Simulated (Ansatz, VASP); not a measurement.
**TaN in VASP and in Ansatz**

INCAR

```
PREC = Accurate
ENCUT = 520
EDIFF = 1E-6
ISMEAR = -1
SIGMA = 0.02
LREAL = False
LASPH = True
NELM = 60
ALGO = Normal
ISIF = 2
LWAVE = False
LCHARG = False
GGA = PS
NBANDS = 15
```

The input KPOINTS:

```
regular mesh
0
Gamma
  12 12 10
```

Contents of POSCAR:

```
TaN
1.0
    2.9083200731      0.0000000000      0.0000000000
   -1.4541600366      2.5186790657      0.0000000000
    0.0000000000      0.0000000000      2.8538767967
Ta N
1 1
Direct
    0.3333333333      0.6666666667      0.5000000000
    0.0000000000      0.0000000000      0.0000000000
```

Input for Ansatz:

```yaml
crystal:
  lattice:
    - [2.9083200731, 0.0, 0.0]
    - [-1.4541600366, 2.5186790657, 0.0]
    - [0.0, 0.0, 2.8538767967]
  atoms:
    - { symbol: Ta, position: [0.3333333333, 0.6666666667, 0.5] }
    - { symbol: "N", position: [0.0, 0.0, 0.0] }
kpoints:
  mp_grid: { grid: [12, 12, 10] }
scf:
  occupations: { method: fermi_dirac, width: 0.02 }
hamiltonian:
  xc: pbesol
  pseudopotentials: { kind: all_electron, lapw: { basis_error: 0.0005 } }
output:
  forces: true
  stress: true
  eigenvalues: true
```

Change from the starting cell: volume scaled by 0.97.

Alike in both runs: task single point; functional PBEsol; k mesh 12 × 12 × 10; occupations fermi-dirac, width 0.02 eV; no spin polarisation.

|  | VASP | Ansatz |
| --- | --- | --- |
| version | VASP 6.6.1 | Ansatz 0.2.0 |
| potentials or method | VASP PAW PBE potentials, release 64 (Ta_pv, N) | all-electron LAPW, scalar-relativistic |
| plane-wave cutoff (eV) | 520 | see its input |

|  | VASP | Ansatz | Ansatz less VASP |
| --- | --- | --- | --- |
| pressure (GPa) | 7.2 | 6.3 | -0.95 |
| largest component of the traceless stress (GPa) | 0.83 | 0.66 | -0.169 |

Ansatz ran all-electron here, so the differences hold the error of VASP's frozen core and of both bases.

Caveats: the PAW data sets were made with another functional, which shifts forces and pressure a little (VASP). The runs have no spin-orbit coupling, so splittings on Ta are missing.
